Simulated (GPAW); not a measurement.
Crystal: Ta.

```
Ta
1.0
    -1.65128    1.65128    1.65128
     1.65128   -1.65128    1.65128
     1.65128    1.65128   -1.65128
Ta
1
Direct
  0.00000 0.00000 0.00000
```

* Program: GPAW 26.7.0
* Task: relaxation of cell and atoms
* Functional: revPBE
* Potentials or basis: the program's PAW data sets (release 1.2.1) made for this functional
* Cutoff: 600 eV
* Basis: pw
* k mesh: 11 × 11 × 11
* Occupations: fermi-dirac, width 0.05 eV
* Spin: no spin polarisation

At the start: pressure 5.6 GPa; volume 18.01 Å³/atom.

Problem. How do energy, volume and symmetry change on relaxing?

Solution. Over 3 steps the energy falls by 8.0 meV/atom and the volume is 18.52 Å³/atom (+2.8 %); space group Im-3m (No. 229, to 0.05 Å).

Step by step:
```csv
step,energy change (eV),largest force (eV/Å),pressure (GPa),volume (Å³)
1,0.0000,0.0000,5.56,18.01
2,-0.0080,0.0000,0.25,18.50
3,-0.0080,0.0000,0.01,18.52
```

Final structure:
```
CELL_PARAMETERS angstrom
-1.66680 1.66680 1.66680
1.66680 -1.66680 1.66680
1.66680 1.66680 -1.66680
ATOMIC_POSITIONS crystal
Ta 0.00000 0.00000 0.00000
```

Caveat: later steps reuse the first step's grids.
